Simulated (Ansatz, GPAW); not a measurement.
# 1T-NiTe2 under honeycomb AsSb, AC: simulated STM images, part 4 of 4

What would a tunnelling microscope show on 1T-NiTe2 under honeycomb AsSb, AC?

GPAW 26.7.0 and Ansatz 0.2.0; Ansatz plane waves; layer without images along its normal, relaxation of atoms and in-plane cell, with D3(BJ) dispersion (the session's first sound run).

So far. Step 2 (Relaxation): The relaxation lowered the energy of the cell by 0.116 eV. Step 3 (The slab's potential): The potential is flat to 5.8e-5 eV/Å where it is read, so the vacuum is wide enough. The geometry is the other program's minimum (found with a dispersion term); here the largest force on a free atom is 0.082 eV/Å.

## 4. A second plane-wave code (continued)

Level of this step: Ansatz plane waves; slab in vacuum with a dipole correction (Ansatz).

Tip height over the top atom over a1 and a2. Constant current at the density 2.460e-06 e/Å^3, window e_range_0_0.5.

Ten even steps from '_' (3.992 Å) to '@' (4.004 Å):
```
##############****++++++++++++++++++****##############
##########****++++++++========++++++++****############
######******++++++==----------==++++++******##########
######**++++++==----::::::::----==++++++**############
####****++++==--::..........::--==++++****######%%%%##
####**++++==--::..________..::--==++++**####%%%%%%%%%%
##**++++==--::..__________..::--==++++**##%%%%%%%%%%%%
##**++++--::..____________..::--++++**##%%%%%%@@%%%%%%
**++++==--..______________..--==++++**##%%@@@@@@@@%%##
**++++--::..____________..::--++++**##%%@@@@@@@@@@%%##
**++==--::..__________..::--==++**##%%@@@@@@@@@@@@%%##
**++==--::..________..::--==++**##%%%%@@@@@@@@@@%%%%##
++++==--::..........::--==++++**##%%@@@@@@@@@@@@%%##**
++++==----::::::::----==++++**##%%@@@@@@@@@@@@@@%%##**
**++++==----------==++++****##%%@@@@@@@@@@@@@@@@%%##**
**++++++========++++++**####%%@@@@@@@@@@@@@@@@@@%%####
**++++++++++++++++++**##%%%%@@@@@@@@@@@@@@@@@@@@%%%%##
****++++++++++++****##%%%%@@@@@@@@@@@@@@@@@@@@@@%%%%##
##******++******####%%@@@@@@@@@@@@@@@@@@@@@@@@@@@@%%##
####********####%%%%@@@@@@@@@@@@@@@@@@@@@@@@@@@@@@%%%%
######**######%%%%@@@@@@@@@@@@@@@@@@@@@@@@@@@@@@@@%%%%
############%%%%%%@@@@@@@@@@@@@@@@@@@@@@@@@@@@@@%%%%%%
############%%%%@@@@@@@@@@@@@@@@@@@@@@@@@@@@@@@@%%%%##
##########%%%%%%%%@@@@@@%%%%%%%%%%%%%%@@@@@@%%%%%%%%##
##########%%%%%%%%%%%%%%%%########%%%%%%%%%%%%%%%%####
############%%%%%%########******########%%%%%%########
##################********++++********################
```
Columns: a1 from 0 to 0.963; rows upwards: a2 from 0 to 0.963.

Force by atom:

```tsv
atom	x (eV/Å)	y (eV/Å)	z (eV/Å)	size
Te1	0.0000	0.0000	-0.0932	0.0932
Ni2	0.0000	0.0000	-0.0321	0.0321
Te3	0.0000	0.0000	-0.0238	0.0238
Sb4	0.0000	0.0000	0.0867	0.0867
As5	0.0000	0.0000	0.0623	0.0623
```

The upper face's work function is 4.508 eV, against 4.506 eV in the first plane-wave PBE run at this geometry.

## 5. Side by side

Results and costs are gathered.

This step: comparison of work functions, dipole and cost (GPAW 26.7.0).

Ladder, by row:

```tsv
step	code	work function, upper (eV)	work function, lower (eV)	dipole (e Å)	wall time (s)	peak memory (GiB)	threads
pw	GPAW	4.506	4.488	-0.002131	398.4	0.53	1
ansatz	Ansatz	4.508	4.489	-0.001256	16.2	1.005	4
```

## 6. A changed run

One more run, with changed settings.

This step: GPAW, PAW setups; slab in vacuum (GPAW 26.7.0).

run.py

```python
import json
import numpy as np
from ase import Atoms
from gpaw import GPAW, PW

slab = Atoms(
    ['Te', 'Ni', 'Te', 'Sb', 'As'],
    positions=[
        [1.87943, 1.08509, 9.00000],
        [0.00000, -0.00000, 10.37757],
        [-0.00000, 2.17018, 11.74736],
        [-0.00000, 2.17018, 15.62483],
        [0.00000, -0.00000, 17.16768]],
    cell=[[3.75886, -0.0, -0.0], [-1.87943, 3.25527, 0.0], [-0.0, 0.0, 26.1677]],
    pbc=[True, True, True])

slab.calc = GPAW(mode=PW(400), xc='PBE', kpts={'size': (9, 9, 1), 'gamma': True},
                 occupations={'name': 'fermi-dirac', 'width': 0.05}, nbands='160%',
                 convergence={'density': 1e-05}, maxiter=50,
                 poissonsolver={'dipolelayer': 'xy'},
                 symmetry={'tolerance': 1e-3}, txt='slab.txt')
result = {}
energy = slab.get_potential_energy()
fermi = slab.calc.get_fermi_level()
v = slab.calc.get_electrostatic_potential().mean((0, 1)) - fermi
n = slab.calc.get_pseudo_density().mean((0, 1))
L = slab.cell[2, 2]
z = np.arange(len(v)) * L / len(v)
low, high = slab.positions[:, 2].min(), slab.positions[:, 2].max()
below, above = np.interp([low - 6.8, high + 6.8], z, v)
slopes = [np.interp(x, z, np.gradient(v, z)) for x in (low - 6.8, high + 6.8)]
eps = np.array([[slab.calc.get_eigenvalues(k, s) for k in range(len(slab.calc.get_ibz_k_points()))]
                for s in range(slab.calc.get_number_of_spins())]) - fermi
top, bottom = eps[eps < 0].max(), eps[eps > 0].min()
dipole = slab.get_dipole_moment()[2]
print(f'energy {energy:.4f} eV, Fermi level {fermi:.4f} eV, dipole {dipole:.5f} e A')
print(f'potential 6.8 A off the faces, from the Fermi level: lower {below:.4f} eV, upper {above:.4f} eV')
print(f'slope of the potential there: lower {slopes[0]:.5f}, upper {slopes[1]:.5f} eV/A')
print(f'nearest levels on the mesh: {top:.4f} and {bottom:.4f} eV')
print('magnetic moment', round(slab.get_magnetic_moment(), 3))
result.update(energy=energy, fermi=fermi, dipole=dipole, below=below, above=above, slopes=slopes, edges=[top, bottom],
              z=z.tolist(), v=v.tolist(), n=n.tolist(), positions=slab.positions.tolist(),
              forces=slab.get_forces(apply_constraint=False).tolist(), moments=slab.get_magnetic_moments().tolist())
json.dump(result, open('result.json', 'w'))
```

On the command line:

```console
OMP_NUM_THREADS=1 OPENBLAS_NUM_THREADS=1 python run.py
```

Numbers of over 12 decimals in the logs are rounded to 6 here.

What it wrote:

```text
AssertionError
```

Run time: 3.7 s. Hardware: 1 thread of Intel Xeon Platinum 8488C (Sapphire Rapids), shared host; peak memory 0.15 GiB.

The program refused the input before any cycle.

The fault put into the input: a dipole layer in a cell that repeats along the normal (pbc_z = true).

## 7. Outcome

```
work function, upper and lower face : 4.506 and 4.488 eV
dipole along the normal             : -0.0021 e Å, near the numerical noise
corrugation at -0.5 V               : 0.154 Å
corrugation at 0.5 V                : 0.0282 Å as printed, 0.018 Å or less without short-wave noise
```

What this shows: At 0.5 V GPAW's map carries short-wave noise, which can't be real at this height: without waves under 1.5 Å it spans 0.018 Å against 0.028 Å printed. The reading below uses the filtered value, which may still be too high. The corrugation at constant current is largest at -0.5 V, where the tip height varies by 0.15 Å over the cell. Negative sample bias images filled states, positive bias empty ones. The two plane-wave codes differ by 0.0016 eV on the upper face. The images are of Tersoff-Hamann type: an s-wave tip, no tip-sample forces, heights closer than in a microscope. Ansatz gives corrugations of 0.13 Å at -0.5 V (GPAW 0.15) and 0.012 Å at 0.5 V (GPAW 0.018). GPAW's time includes a further run over the whole zone for the images, so the two times are not like for like. The layers' spacing was relaxed with a D3(BJ) dispersion term, which the later single points do not need. The two layers were forced onto one 1×1 cell, so each is strained from its own lattice constant, in some pairs by much; the numbers describe this forced stack. The small printed dipole stands for a step of 32 meV from the lower to the upper face, and the probes find 19 meV; values this small are near the numerical noise of both. The runs had no spin polarisation, so a magnetic state, which thin layers of d-metal atoms can have, wasn't tested. The layer's cell and atoms come from the relaxation; spin-orbit coupling and temperature are left out.

[Logs are printed without paths, hosts, clocks, repeated set-up lines and the standing remarks that a program may print on its own settings, such as how far it seeks lower states.]

[Hosts, paths, dates, database ids (printed as entryN), source tags and the programs' standing remarks are cut or masked in the printed files.]
